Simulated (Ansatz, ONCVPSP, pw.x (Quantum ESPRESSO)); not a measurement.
# pw.x on fcc Zr: one setting changed

Potential: optimised norm-conserving Vanderbilt (ONCV), ONCVPSP 4.0.1.1 (patched build), PBE; core [Ar] 3d10, reference 4s2 4p6 4d2 5s2; waves: 4s+5s: rc 2.40 bohr, ncon 4, nbas 7, qcut 5.5 1/bohr, 2 projectors; 4p: rc 1.80 bohr, ncon 4, nbas 8, qcut 7.4 1/bohr, 3 projectors, debl 0.8 Ha; 4d: rc 2.95 bohr, ncon 4, nbas 9, qcut 5.5 1/bohr, 1 projector; local part: polynomial inside 1.50 bohr (lpopt 5, dvloc0 7 Ha); core correction: none. In the p channel the program set the typed energies aside and used -1.193, 0.250, 1.050 Ha.

The reference run (k-mesh 13³, cutoffs 50/200 Ry, Fermi–Dirac 0.01 Ry, mixing_beta 0.4, conv_thr 1e-9, no spin) gives 0.82 GPa at 23.229 Å³/atom, where all-electron LAPW gives 0.31 GPa. This run, with its own iteration cap, changes nosym to true.

```
&control
  calculation='scf', prefix='x', pseudo_dir='./', outdir='./tmp', tstress=.true., disk_io='none'
/
&system
  ibrav=0, nat=1, ntyp=1, ecutwfc=50, ecutrho=200, nbnd=14,
  occupations='smearing', smearing='fd', degauss=0.01, nosym=.true.
/
&electrons
  conv_thr=1e-09, mixing_beta=0.4, electron_maxstep=60
/
ATOMIC_SPECIES
Zr 1.0 Zr.UPF
CELL_PARAMETERS angstrom
  0.00000000 2.26464521 2.26464521
  2.26464521 0.00000000 2.26464521
  2.26464521 2.26464521 0.00000000
ATOMIC_POSITIONS crystal
Zr 0.0000 0.0000 0.0000
K_POINTS automatic
13 13 13 0 0 0
```

```bash
pw.x < Zr.scf.in > Zr.scf.out
```

Task: How does the run end?

Result: It converges in 6 iterations; the free energy moves by +0.0 meV/atom and the pressure by +0.00 GPa. The result is that of the reference run.

```
lattice parameter (alat)  =       6.0522  a.u.
     unit-cell volume          =     156.7571 (a.u.)^3
     number of electrons       =        12.00
     number of Kohn-Sham states=           14
     kinetic-energy cutoff     =      50.0000  Ry
     charge density cutoff     =     200.0000  Ry
     scf convergence threshold =      1.0E-09
     Exchange-correlation= PBE
     number of k points=  1099  Fermi-Dirac smearing, width (Ry)=  0.0100
     iteration #  1     ecut=    50.00 Ry     beta= 0.40
     total energy              =     -94.82842133 Ry
     estimated scf accuracy    <       0.01334634 Ry
     iteration #  2     ecut=    50.00 Ry     beta= 0.40
     total energy              =     -94.82867028 Ry
     estimated scf accuracy    <       0.00207518 Ry
     iteration #  3     ecut=    50.00 Ry     beta= 0.40
     total energy              =     -94.82895262 Ry
     estimated scf accuracy    <       0.00012586 Ry
     iteration #  4     ecut=    50.00 Ry     beta= 0.40
     total energy              =     -94.82895666 Ry
     estimated scf accuracy    <       0.00000116 Ry
     iteration #  5     ecut=    50.00 Ry     beta= 0.40
     total energy              =     -94.82895691 Ry
     estimated scf accuracy    <       0.00000007 Ry
     iteration #  6     ecut=    50.00 Ry     beta= 0.40
     the Fermi energy is    13.9524 ev
!    total energy              =     -94.82895691 Ry
     estimated scf accuracy    <          7.1E-10 Ry
     smearing contrib. (-TS)   =      -0.00680269 Ry
     The total energy is F=E-TS. E is the sum of the following terms:
     one-electron contribution =     -20.10827668 Ry
     hartree contribution      =      14.20416866 Ry
     xc contribution           =     -11.78158124 Ry
     ewald contribution        =     -77.13646497 Ry
     convergence has been achieved in   6 iterations
          total   stress  (Ry/bohr**3)                   (kbar)     P=        8.15
     Message from routine punch:
     Nothing written, as per user request (disk_io='none')
```

The run took about 4.1 min on one core of a shared host (Neoverse-N1, 64 threads, 124 GiB, load 48).
